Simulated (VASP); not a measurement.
TaS2: relaxation of cell and atoms with PBE+D3(BJ)

TaS2:

```
Ta S
1.0
     3.32665    0.00000    0.00000
    -1.66333    2.88096    0.00000
     0.00000    0.00000    5.79164
Ta S
1 2
Direct
  0.00000 0.00000 0.00000
  0.33333 0.66667 0.26702
  0.66667 0.33333 0.73298
```

```yaml
Program: VASP 6.6.1
Task: relaxation of cell and atoms
Functional: PBE
Dispersion: D3(BJ)
Potentials_or_basis: VASP PAW PBE potentials, release 64 (Ta_pv, S)
Cutoff: 600 eV
k_mesh: 15 × 15 × 6
Occupations: methfessel-paxton, width 0.1 eV
Spin: no spin polarisation
Further_INCAR_settings: ALGO = Normal; EDIFF = 1e-07; IBRION = 2; EDIFFG = -0.005; NSW = 90; ISIF = 3
```

```json
{
 "Pressure after relaxing": "0.0 GPa",
 "Band gap on the k mesh": "none (metal or under the smearing width)",
 "Dispersion energy per atom": "-0.426 eV"
}
```

Forces on the atoms (eV/Å):
```
Ta   0.000  0.000  0.000
S    0.000  0.000 -0.003
S    0.000  0.000  0.003
```

Final structure:
```
Ta S
1.0
     3.32665    0.00000    0.00000
    -1.66333    2.88096    0.00000
     0.00000    0.00000    5.79164
Ta S
1 2
Direct
  0.00000 0.00000 0.00000
  0.33333 0.66667 0.26702
  0.66667 0.33333 0.73298
```

Levels at points of the mesh, in eV from the Fermi level:
| k point | band 10 | band 11 | band 12 | band 13 | band 14 | band 15 |
| --- | --- | --- | --- | --- | --- | --- |
| (0.00, 0.00, 0.00) | -0.59 | -0.59 | -0.06 | 0.20 | 0.20 | 3.69 |
| (0.00, 0.00, 0.50) | -0.82 | -0.82 | 0.16 | 0.16 | 1.06 | 4.26 |

Run time: 3.6 min on 1 thread of AMD EPYC 7R43 64-Core Processor (Zen 3) (shared host), peak memory 0.26 GiB.

Caveat: the relaxation stopped at its first step, so nothing moved; pairwise dispersion overbinds metals, which lowers pressure and volume. Spin-orbit coupling is left out, which matters for the levels of Ta.
